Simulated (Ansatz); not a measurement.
SrO in Ansatz: the effect of functional

The system is SrO.

```
Sr O
1.0
     3.48075    0.00000    0.00000
    -1.74038    3.01442    0.00000
     0.00000    0.00000    6.09038
Sr O
2 2
Direct
  0.66667 0.33333 0.75000
  0.33333 0.66667 0.25000
  0.00000 0.00000 0.50000
  0.00000 0.00000 0.00000
```

Measurements of this composition are mostly on another form, of space group No. 225.

The cell isn't the ideal one: volume scaled by 0.94.

Alike in all runs:

| Quantity | Value |
| --- | --- |
| Program | Ansatz 0.2.0 |
| Task | single point |
| Potentials or basis | Ansatz PAW |
| k mesh | 9 × 9 × 5 |
| Occupations | fermi-dirac, width 0.05 eV |
| Spin | no spin polarisation |

| functional | cutoff | gap on the mesh (eV) | pressure (GPa) |
| --- | --- | --- | --- |
| LDA | 420 eV (not typed: the program's choice for these potentials) | ? | ? |
| PBEsol | 420 eV (not typed: the program's choice for these potentials) | 3.03 | 3.3 |
| r2SCAN | 500 eV (not typed: the program's choice for these potentials) | 3.58 | 5.8 |

Q: What does the run with functional LDA give?

A: gap on the mesh 2.97 eV; pressure -0.2 GPa.

Caveats: odd divisions of the mesh miss points on the zone boundary, where band edges often lie, so the gap on the mesh can be too wide; the PAW data sets come from PBE, with cores solved anew for the run's functional, which leaves a small shift of forces and pressure.

A k mesh can miss the band edges.
